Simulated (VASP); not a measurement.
Here is a VASP 6.6.1 calculation.

The input POSCAR:

```
Te2Mo                                   
1.0
    3.4956786070      0.0000000000      0.0000000000
   -1.7478393035      3.0273464772      0.0000000000
    0.0000000000      0.0000000000     13.6948374266
  Te              Mo            
     4     2
Direct
     0.3333333332999970    0.6666666667000030    0.6172428416304356
     0.6666666667000030    0.3333333332999970    0.1172428416304356
     0.3333333332999970    0.6666666667000030    0.8827571583695644
     0.6666666667000030    0.3333333332999970    0.3827571583695644
     0.3333333332999970    0.6666666667000030    0.2500000000000000
     0.6666666667000030    0.3333333332999970    0.7500000000000000
```

File INCAR.step1:

```
SYSTEM = Te2Mo
PREC     = Accurate       ! precision mode
ENCUT    = 520            ! plane-wave cutoff, eV
EDIFF    = 1E-5           ! SCF threshold, eV
ISMEAR   = 0              ! smearing method
SIGMA    = 0.03           ! smearing width, eV
LREAL    = .FALSE.        ! projectors in reciprocal space
LASPH    = .TRUE.         ! aspherical terms in the spheres
NELM     = 80             ! most SCF steps
ALGO     = Normal         ! electronic algorithm
ISIF     = 2              ! what is computed and relaxed
LWAVE    = .TRUE.         ! write WAVECAR
LCHARG   = .FALSE.        ! write CHGCAR
LMAXMIX  = 4              ! l up to which the mixer works
NBANDS   = 35             ! bands
KPAR     = 4            
GGA      = PE             ! functional
```

The input INCAR.step2:

```
SYSTEM = Te2Mo
PREC     = Accurate       ! precision mode
ENCUT    = 520            ! plane-wave cutoff, eV
EDIFF    = 1E-7           ! SCF threshold, eV
ISMEAR   = 0              ! smearing method
SIGMA    = 0.03           ! smearing width, eV
LREAL    = .FALSE.        ! projectors in reciprocal space
LASPH    = .TRUE.         ! aspherical terms in the spheres
NELM     = 80             ! most SCF steps
ALGO     = Normal         ! electronic algorithm
ISIF     = 2              ! what is computed and relaxed
LWAVE    = .FALSE.        ! write WAVECAR
LCHARG   = .FALSE.        ! write CHGCAR
LMAXMIX  = 4              ! l up to which the mixer works
METAGGA  = MBJ            ! meta-GGA
NBANDS   = 35             ! bands
KPAR     = 4            
ISTART   = 1
```

The input KPOINTS:

```
Automatic mesh
0
G
  9 9 2
  0 0 0
```

KPOINTS_OPT

```
explicit points
213
Reciprocal
 0.0000000000  0.0000000000  0.0000000000 1
 0.0357142857  0.0000000000  0.0000000000 1
 0.0714285714  0.0000000000  0.0000000000 1
 0.1071428571  0.0000000000  0.0000000000 1
 0.1428571429  0.0000000000  0.0000000000 1
 0.1785714286  0.0000000000  0.0000000000 1
[... 205 lines left out ...]
 0.5000000000  0.0000000000  0.0778388600 1
 0.5000000000  0.0000000000 -0.0778388600 1
```

Potentials or basis: VASP PAW PBE potentials, release 64 (Te, Mo_sv).

Run with:

```console
$ cat potpaw_PBE.64/Te/POTCAR potpaw_PBE.64/Mo_sv/POTCAR > POTCAR
$ cp INCAR.step1 INCAR
$ mpirun -np 4 vasp_std > vasp.out
$ cp INCAR.step2 INCAR
$ mpirun -np 4 vasp_std > vasp.out
```

(1) Estimate the band gap along the path.

(2) What does it give for the band gap on the k mesh?

Results:

(1) 0.69 eV, indirect (least direct gap 1.09 eV).

(2) 0.76 eV, indirect (least direct gap 1.09 eV).

Caveat: spin-orbit coupling is left out, which moves the levels of the heavy elements.

**The experiment to reproduce.**

From “Broadband infrared study of pressure-tunable Fano resonance and metallization transition in 2H-MoTe2”, 2022, pmc:9569381, for a bulk crystal of Te2Mo at 300 K: band gap 0.88 ± 0.05 eV (indirect).

Measured gap of Te2Mo: 0.88 eV (indirect; 300 K; quoted in “Broadband infrared study of pressure-tunable Fano resonance and metallization transition in 2H-MoTe2”, 2022, pmc:9569381). This calculation gives 0.69 eV (-0.19 eV). Spin-orbit coupling on Mo, Te is left out. The value is that of TB-mBJ, without temperature or zero-point motion.
